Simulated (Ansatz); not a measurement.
# Zn: the change of largest V_zz and pressure with volume scale

Periodic Kohn-Sham DFT of a crystal at fixed atoms, scaled to volume_scale times the given cell; pressure positive in compression, energy less spherical unpolarised free atoms, largest_vzz the field gradient of largest size among the nuclei. The results are calculated, by Ansatz 0.2.0.

The cell before it is scaled or strained (space group P6_3/mmc, No. 194):
```
cell vectors (Å)
   2.6648     0.0000     0.0000
  -1.3324     2.3078     0.0000
   0.0000     0.0000     4.9467
atoms (fractions of the cell vectors)
Zn  0.33333  0.66667  0.25000
Zn  0.66667  0.33333  0.75000
```

Settings of every row: method frozen-core PAW; functional PBE; relativity scalar; k mesh 18x18x8; filling fermi-dirac; smearing width 0.03 eV; wave cutoff 420 eV; paw set soft_2.

Atom start moment: 0 on all atoms.

Limits: no gap: field gradients move with the k mesh.

```
row  volume scale  V (Å³/atom)  largest V_zz (1e21 V/m^2)  pressure (GPa)
  1          0.94       14.298                      3.876           4.909
  2          0.96       14.602                      3.737           2.917
  3         0.975        14.83                      3.643           1.588
  4          0.98       14.906                      3.612           1.174
  5          0.99       15.059                      3.558           0.385
  6             1       15.211                      3.498          -0.355
  7          1.01       15.363                      3.434          -1.047
  8          1.02       15.515                          ?               ?
  9          1.04       15.819                      3.256          -2.854
 10          1.06       16.123                      3.163          -3.872
```

Question: what largest V_zz and pressure should row 8 give?

Worked fit of largest V_zz. Take t = volume scale − 0.99. The shown rows have t = -0.05, -0.03, -0.015, -0.01, 0, 0.01, 0.02, 0.05, 0.07. Their means are 0.005 and 3.5308 1e21 V/m^2; the sums about the means are S_tt = 0.0114 and S_ty = -0.06769, whose ratio is the slope. Least squares give largest V_zz = 3.5605 − 5.938 × t 1e21 V/m^2. The rows lie off it by 0.019, -0.002, -0.007, -0.008, -0.003, -0.003, -0.008, -0.008, 0.018 (root mean square 0.01 1e21 V/m^2). The withheld row has t = 0.03, so the fit gives 3.5605 − 5.938 × (0.03) = 3.382 1e21 V/m^2.

The calculation gave 3.375 1e21 V/m^2. The fit lies 0.007 1e21 V/m^2 (0.98 % of the column's range) above it; its largest miss of a shown row is 0.019 1e21 V/m^2.

Worked fit of pressure. Take u = (V_r/V)^(2/3) − 1 with V_r = 15.059 Å³ an atom, which is twice the finite (Eulerian) strain; such expansions in the strain, on which the Birch-Murnaghan equation of state is built, carry the rest volume and the bulk modulus. The shown rows have u = 0.03518, 0.02076, 0.01027, 0.00683, 0, -0.00667, -0.01324, -0.03229, -0.04449. Least squares give pressure = 0.3815 + 113.202 × u + 420.43 × u² + 560 × u³ GPa; a parabola predicts inner rows, each left out in turn, worse (root mean square 0.0081 against 0.0022 GPa). The rows lie off it by 0.000, -0.001, -0.001, 0.000, 0.004, 0.000, -0.002, 0.000, 0.000. The pressure vanishes at u = -0.0034, or V = 15.14 Å³ an atom, and there the bulk modulus at fixed shape and fractions is B = −V dP/dV = (2/3)(1 + u) dP/du = 73.3 GPa. Letting shape and atoms relax would as a rule lower it, by much in layered, chain or molecular crystals. The withheld row has u = -0.01969, so the fit gives 0.3815 + 113.202 × (-0.01969) + 420.43 × (-0.01969)² + 560 × (-0.01969)³ = -1.689 GPa.

The calculation gave -1.692 GPa. The fit lies 0.003 GPa (0.034 % of the column's range) above it; its largest miss of a shown row is 0.004 GPa.
